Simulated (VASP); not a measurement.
# Al: convergence, energy along a vibration (SMASS = -2)

Al, atoms displaced along the mode, 2 atoms in the cell. R2SCAN, energy along a line of displacements; PAW potentials Al (PBE set). VASP 6.6.1.

Wanted: harmonic frequency within 1 %.

Mode: mode at H.

POSCAR:
```
Al
1.0
    3.1824373800      0.0000000000      0.0000000000
    0.0000000000      3.1824373800      0.0000000000
    0.0000000000      0.0000000000      3.1824373800
Al
2
Direct
   -0.0125689826      0.0000000000      0.0000000000
    0.5125689826      0.5000000000      0.5000000000

    0.0100000000   0.0000000000   0.0000000000
   -0.0100000000   0.0000000000   0.0000000000
```

The series start from k mesh: 6 × 6 × 6; Cutoff (eV): 320; Step along the mode (Å): 0.02; Electronic threshold (eV): 1e-7; Smearing width (eV): 0.15; Precision and projection: Accurate, reciprocal space. Each series keeps the choices made before it, and each single choice may use up half of a tolerance.

## k mesh

| k mesh | Harmonic frequency (THz) | Time (s) |
|---|---|---|
| 3 × 3 × 3 | 8.936 | 12 |
| 4 × 4 × 4 | 4.962 | 20 |
| 5 × 5 × 5 | 9.659 | 24 |
| 6 × 6 × 6 | 9.777 | 46 |
| 8 × 8 × 8 | 8.993 | 81 |
| 9 × 9 × 9 | 9.506 | 121 |
| 12 × 12 × 12 (reference) | 9.385 | 234 |

Chosen: 12 × 12 × 12; the next looser run is off by more than half of the tolerance, so convergence isn't shown beyond this value.

## Cutoff (eV)

| Cutoff (eV) | Harmonic frequency (THz) | Time (s) |
|---|---|---|
| 170 | 9.492 | 48 |
| 210 | 9.329 | 79 |
| 240 | 9.291 | 76 |
| 280 | 9.347 | 206 |
| 320 | 9.385 | 234 |
| 360 (reference) | 9.377 | 279 |

Chosen: 280, the loosest value from which every tighter one stays within half of the tolerance.

## Electronic threshold (eV)

| Electronic threshold (eV) | Harmonic frequency (THz) | Time (s) |
|---|---|---|
| 0.001 | 9.559 | 159 |
| 0.0001 | 9.441 | 200 |
| 1e-5 | 9.347 | 184 |
| 1e-6 | 9.347 | 180 |
| 1e-7 | 9.347 | 206 |
| 1e-8 (reference) | 9.347 | 240 |

Chosen: 1e-5.

## Smearing width (eV)

| Smearing width (eV) | Harmonic frequency (THz) | Time (s) |
|---|---|---|
| 0.4 | 9.247 | 152 |
| 0.3 | 9.28 | 161 |
| 0.2 | 9.306 | 190 |
| 0.15 | 9.347 | 184 |
| 0.1 (reference) | 9.39 | 165 |

Chosen: 0.15.

## Precision and projection

| Precision and projection | Harmonic frequency (THz) | Time (s) |
|---|---|---|
| Accurate, reciprocal space | 9.347 | 184 |
| Normal, reciprocal space | 9.437 | 43 |
| Normal, Auto | 9.62 | 54 |

Chosen: Accurate, reciprocal space; no other choice that stays within half of the tolerance saves 30 % of the time.

## All choices together

| Input | Harmonic frequency (THz) | Time (s) |
|---|---|---|
| defaults on a coarse mesh (naive) | 8.739 | 2.7 |
| chosen settings | 9.347 | 184 |
| reference settings throughout | 9.417 | 270 |

The chosen settings stay within the tolerance of the reference run, but the reference itself isn't shown to be converged in: k mesh.

## The input

INCAR:
```
ALGO     = Normal         # electronic algorithm
EDIFF    = 1E-5           # SCF threshold, eV
ENCUT    = 280            # plane-wave cutoff, eV
IBRION   = 0              # ionic algorithm
ISMEAR   = 1              # smearing method
ISYM     = 0            
KPAR     = 2            
LASPH    = T              # aspherical terms in the spheres
LCHARG   = F              # write CHGCAR
LMIXTAU  = T            
LREAL    = F              # projectors in reciprocal space
LWAVE    = F              # write WAVECAR
METAGGA  = R2SCAN         # meta-GGA
NELMIN   = 4            
NSW      = 9              # ionic steps
POTIM    = 1              # step
PREC     = Accurate       # precision mode
SIGMA    = 0.15           # smearing width, eV
SMASS    = -2            
```

KPOINTS:
```
Automatic mesh
0
Gamma
  12 12 12
  0 0 0
```

Commands:
```
cat potpaw_PBE.64/Al/POTCAR > POTCAR
mpirun -np 2 vasp_std > vasp.out
```

Limits: NELMIN = 4 forces that many electronic steps, so a loose EDIFF looks better here than it is.

The chosen input took VASP 6.6.1 184 s on 2 cores (Intel Xeon 6975P-C (Granite Rapids)), a shared host.

## An input that fails: SMASS left out, so the atoms move under their forces

It runs to its end, but against the unchanged starting input it is off by 3.8 % in the harmonic frequency.

Changes against the starting input:
```
- SMASS = -2
```
